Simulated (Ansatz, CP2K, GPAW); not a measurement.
## Sb: 3 runs at one level of theory

```xyz
2
Lattice="3.6136 0.0000 0.0000 -1.8068 3.1294 0.0000 0.0000 0.0000 5.8926" Properties=species:S:1:pos:R:3 pbc="T T T"
Sb    1.8068    1.0431    4.4194
Sb    0.0000    2.0863    1.4731
```

This isn't the form of Sb at room conditions, which is rhombohedral.

Alike in all runs: task band structure; functional LDA; k mesh 9 × 9 × 5; occupations fermi-dirac, width 0.02 eV; no spin polarisation; no spin-orbit coupling. LDA stands for any of its common fits. Pressure is positive in compression and, in plane waves, holds the error of the finite cutoff.

```tsv
program and potentials	plane-wave cutoff (eV)	notes	pressure (GPa)
CP2K, GTH_POTENTIALS Sb GTH-PADE-q5; TZVP-MOLOPT-PBE-GTH basis	-	atomic basis; 5 valence electrons an atom on average	-9.74
GPAW, the program's PAW data sets (release 1.2.1) made for this functional	600	15 valence electrons an atom on average	-10.50
Ansatz, all-electron LAPW, scalar-relativistic	-	-	?
```

Estimate from the other rows what the run with Ansatz, all-electron LAPW, scalar-relativistic gave.

Pressure -10.34 GPa. The other rows, which needn't bracket it: pressure -10.50 to -9.74.
